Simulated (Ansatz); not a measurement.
Write the native input for Ansatz 0.2.0 that does the following.

```
Task                : band structure
Functional          : revPBE
Potentials or basis : all-electron LAPW, scalar-relativistic
Cutoff              : 284 eV (chosen from the basis error)
Basis error allowed : 0.001 eV/atom
k mesh              : 12 × 12 × 12
Occupations         : fermi-dirac, width 0.05 eV
Spin                : no spin polarisation
```

The system is Ir.

```
Ir
1.0
     0.00000    1.91560    1.91560
     1.91560    0.00000    1.91560
     1.91560    1.91560    0.00000
Ir
1
Cartesian
  0.0000 0.0000 0.0000
```

The input as run:

input.yaml

```yaml
crystal:
  lattice:
    - [0.0, 1.9156, 1.9156]
    - [1.9156, 0.0, 1.9156]
    - [1.9156, 1.9156, 0.0]
  atoms:
    - { symbol: Ir, position: [0.0, 0.0, 0.0] }
kpoints:
  mp_grid: { grid: [12, 12, 12] }
  band_path:
    path:
      - [0.0, 0.0, 0.0]
      - [0.5, 0.0, 0.5]
      - [0.5, 0.25, 0.75]
      - [0.375, 0.375, 0.75]
      - [0.0, 0.0, 0.0]
      - [0.5, 0.5, 0.5]
      - [0.625, 0.25, 0.625]
      - [0.5, 0.25, 0.75]
    npoints: 8
scf:
  occupations: { method: fermi_dirac, width: 0.05 }
hamiltonian:
  xc: revpbe
  pseudopotentials: { kind: all_electron, lapw: { basis_error: 0.001 } }
output:
  forces: true
  stress: true
  eigenvalues: true
```

Potentials or basis: all-electron LAPW, scalar-relativistic.

Launch:

```sh
$ ansatz run input.yaml --threads 1 --pin off --max-ram 3072MiB --backend cpu --events-out ev --progress --plain --runs-dir out
```

Results of the run:

```
Pressure                : 14.1 GPa
Band gap along the path : none (metal or under the smearing width)
```

Caveat: spin-orbit coupling is left out, which moves the levels of the heavy elements.

It took 5.5 s on 1 thread of Intel(R) Xeon(R) 6975P-C (Granite Rapids), with other jobs on the host, peak memory 0.34 GiB.
